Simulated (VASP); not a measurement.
A run of VASP 6.6.1 is set up as follows.

File INCAR:

```
SYSTEM = In
PREC     = Accurate       ! precision mode
ENCUT    = 600            ! plane-wave cutoff, eV
EDIFF    = 1E-7           ! SCF threshold, eV
ISMEAR   = -1             ! smearing method
SIGMA    = 0.05           ! smearing width, eV
LREAL    = .False.        ! projectors in reciprocal space
LASPH    = .True.         ! aspherical terms in the spheres
NELM     = 80             ! most SCF steps
ALGO     = Normal         ! electronic algorithm
ISIF     = 3              ! what is computed and relaxed
LWAVE    = .False.        ! write WAVECAR
LCHARG   = .False.        ! write CHGCAR
GGA      = MK             ! functional
LUSE_VDW = .True.       
AGGAC    = 0.0          
PARAM1   = 0.1234       
PARAM2   = 0.711357     
ZAB_VDW  = -1.8867      
IBRION   = 2              ! ionic algorithm
NSW      = 40             ! ionic steps
EDIFFG   = -0.02          ! ionic threshold
```

File KPOINTS:

```
Automatic mesh
0
Gamma
  10 10 10
  0 0 0
```

Contents of POSCAR:

```
In
1.0
   -1.8825252400      1.8825252400      1.8825252400
    1.8825252400     -1.8825252400      1.8825252400
    1.8825252400      1.8825252400     -1.8825252400
In
1
Direct
    0.0000000000      0.0000000000      0.0000000000
```

Potentials or basis: VASP PAW PBE potentials, release 64 (In_d).

Command:

```console
$ cat potpaw_PBE.64/In_d/POTCAR > POTCAR
$ mpirun -np 1 vasp_std > vasp.out
```

Task: What does it give for the band gap on the k mesh?

Result: None (metal or under the smearing width).

Task: Estimate the space group after relaxing (to 0.05 Å).

Result: Im-3m (No. 229).

Task: Predict the relaxed volume.

Result: 27.11 Å³/atom.

Task: Predict the relaxed cell.

Result: a = 3.278 Å, b = 3.278 Å, c = 3.278 Å, α = 109.47°, β = 109.47°, γ = 109.47°.

Final structure:
```cif
data_structure
_symmetry_space_group_name_H-M 'P 1'
_symmetry_Int_Tables_number 1
_cell_length_a 3.2778
_cell_length_b 3.2778
_cell_length_c 3.2778
_cell_angle_alpha 109.471
_cell_angle_beta 109.471
_cell_angle_gamma 109.471
_cell_volume 27.11
loop_
_atom_site_label
_atom_site_type_symbol
_atom_site_fract_x
_atom_site_fract_y
_atom_site_fract_z
_atom_site_occupancy
In1 In 0.00000 0.00000 0.00000 1
```

Caveat: the PAW data sets were made with another functional, which shifts forces and pressure a little.
